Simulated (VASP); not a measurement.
The system is PtSe.

```
CELL_PARAMETERS angstrom
0.00000 3.03745 3.03745
3.03745 0.00000 3.03745
3.03745 3.03745 0.00000
ATOMIC_POSITIONS crystal
Pt 0.00000 0.00000 0.00000
Se 0.25000 0.25000 0.25000
```

The cell comes from a database or a generator and needn't be the stable form of this composition.

Base run:

| Quantity | Value |
| --- | --- |
| Program | VASP 6.6.1 |
| Functional | r2SCAN |
| Potentials or basis | VASP PAW PBE potentials, release 64 (Pt, Se) |
| Cutoff | 520 eV |
| k mesh | 5 × 5 × 5 |
| Occupations | gaussian, width 0.05 eV |
| Spin | collinear spin, ferromagnetic start |
| Starting moments | [0.5, 0.0] μB |
| Hubbard terms | Pt d U = 3 eV |

Its results: pressure -13.5 GPa; site moments Pt +0.57; Se +0.20 μB.

Question: After a change of settings the same cell gave: pressure -2.2 GPa; site moments Pt +1.70; Se +0.72 μB. Which change was it?
A. hubbard terms from Pt d U = 3 eV to Pt d U = 4 eV; fixed moment from none to 4 μB
B. hubbard terms from Pt d U = 3 eV to Pt d U = 4 eV; further incar settings from ALGO = Normal; EDIFF = 1e-07 to ALGO = Normal; EDIFF = 1e-06
C. fixed moment from none to 3 μB
D. hubbard terms from Pt d U = 3 eV to Pt d U = 4 eV

Answer: C.

Caveats: the PAW data sets were made with another functional, which shifts forces and pressure a little; the moment is held away from its start (some runs); the total moment is fixed, so each spin has its own Fermi level (some runs).
